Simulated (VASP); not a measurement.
A run of VASP 6.6.1 is set up as follows.

The input INCAR:

```
SYSTEM = SnO2
PREC     = Accurate       ! precision mode
ENCUT    = 600            ! plane-wave cutoff, eV
EDIFF    = 1E-6           ! SCF threshold, eV
ISMEAR   = -1             ! smearing method
SIGMA    = 0.05           ! smearing width, eV
LREAL    = .False.        ! projectors in reciprocal space
LASPH    = .True.         ! aspherical terms in the spheres
NELM     = 80             ! most SCF steps
ALGO     = Normal         ! electronic algorithm
ISIF     = 3              ! what is computed and relaxed
LWAVE    = .False.        ! write WAVECAR
LCHARG   = .False.        ! write CHGCAR
GGA      = PE             ! functional
IBRION   = 2              ! ionic algorithm
NSW      = 60             ! ionic steps
EDIFFG   = -0.01          ! ionic threshold
```

KPOINTS

```
Automatic mesh
0
Gamma
  9 6 5
  0 0 0
```

POSCAR

```
SnO2
1.0
    3.0232700000      0.0000000000      0.0000000000
    0.0000000000      4.9646800000      0.0000000000
    0.0000000000      0.0000000000      5.9769600000
Sn O
1 2
Direct
    0.5000000000      0.5000000000      0.0000000000
    0.0000000000      0.5000000000      0.7757200000
    0.0000000000      0.5000000000      0.2242800000
```

Potentials or basis: VASP PAW PBE potentials, release 64 (Sn_d, O).

The run is started by

```bash
$ cat potpaw_PBE.64/Sn_d/POTCAR potpaw_PBE.64/O/POTCAR > POTCAR
$ mpirun -np 1 vasp_std > vasp.out
```

Q: Predict the space group after relaxing (to 0.05 Å).

A: Pmmm (No. 47).

Q: What does it give for the relaxed cell?

A: a = 3.032 Å, b = 5.725 Å, c = 6.480 Å, α = 90.00°, β = 90.00°, γ = 90.00°.

Q: Predict the band gap on the k mesh.

A: 1.65 eV, indirect (least direct gap 2.10 eV).

Forces in eV/Å, atoms in the order of the input:
```
Sn   0.000  0.000  0.000
O    0.000  0.000  0.006
O    0.000  0.000 -0.006
```

Caveat: spin-orbit coupling is left out, which moves the levels of the heavy elements; an odd mesh through Γ misses points on the zone boundary, where band edges often lie. As with any semilocal functional, this PBE gap is likely too small.
